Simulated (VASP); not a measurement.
Write the native input for VASP 6.6.1 that does the following.

* Task: relaxation of the atoms
* Functional: PBE
* Potentials or basis: VASP PAW PBE potentials, release 64 (As, B)
* Cutoff: 520 eV
* k mesh: 9 × 9 × 1
* Occupations: gaussian, width 0.05 eV
* Spin: no spin polarisation
* Dipole correction: yes
* Atoms held fixed (from 0): [0, 4, 1, 5]
* Further INCAR settings: ALGO = Normal; EDIFF = 1e-07; IBRION = 2; EDIFFG = -0.02; NSW = 60

The structure of BAs lies in POSCAR:

```
BAs
1.0
    3.3778490937      0.0000000000      0.0000000000
   -1.6889245469      2.9253031253      0.0000000000
    0.0000000000      0.0000000000     23.9635072667
As B
4 4
Selective dynamics
Direct
    0.0000000000      0.0000000000      0.3129758894  F F F
    0.3333333333      0.6666666667      0.4280676498  F F F
    0.6666666667      0.3333333333      0.5431594101  T T T
    0.0000000000      0.0000000000      0.6582511705  T T T
    0.3333333333      0.6666666667      0.3417488295  F F F
    0.6666666667      0.3333333333      0.4568405899  F F F
    0.0000000000      0.0000000000      0.5719323502  T T T
    0.3333333333      0.6666666667      0.6870241106  T T T
```

The cell isn't the ideal one: the (1 1 1) slab of BAs, cut from the database cell, not relaxed.

One way to write it, as run:

INCAR

```
  PREC = Accurate
  ENCUT = 520
  EDIFF = 1E-7
  ISMEAR = 0
  SIGMA = 0.05
  LREAL = False
  LASPH = True
  NELM = 100
  ALGO = Normal
  ISIF = 2
  LWAVE = False
  LCHARG = False
  LDIPOL = True
  IDIPOL = 3
  DIPOL = 0.5 0.5 0.500
  GGA = PE
  IBRION = 2
  NSW = 60
  EDIFFG = -0.02
```

KPOINTS

```
regular mesh
0
Gamma
  9 9 1
```

Potentials or basis: VASP PAW PBE potentials, release 64 (As, B).

Command:

```console
$ cat potpaw_PBE.64/As/POTCAR potpaw_PBE.64/B/POTCAR > POTCAR
$ mpirun -np 1 vasp_std > vasp.out
```

It gave:

```
Energy gained by relaxing : 31.6 meV/atom
Ionic steps               : 8
Band gap on the k mesh    : none (metal or under the smearing width)
```

Run time: 5.4 min on 1 thread of Intel(R) Xeon(R) 6975P-C (Granite Rapids), with other jobs on the host, peak memory 0.4 GiB.
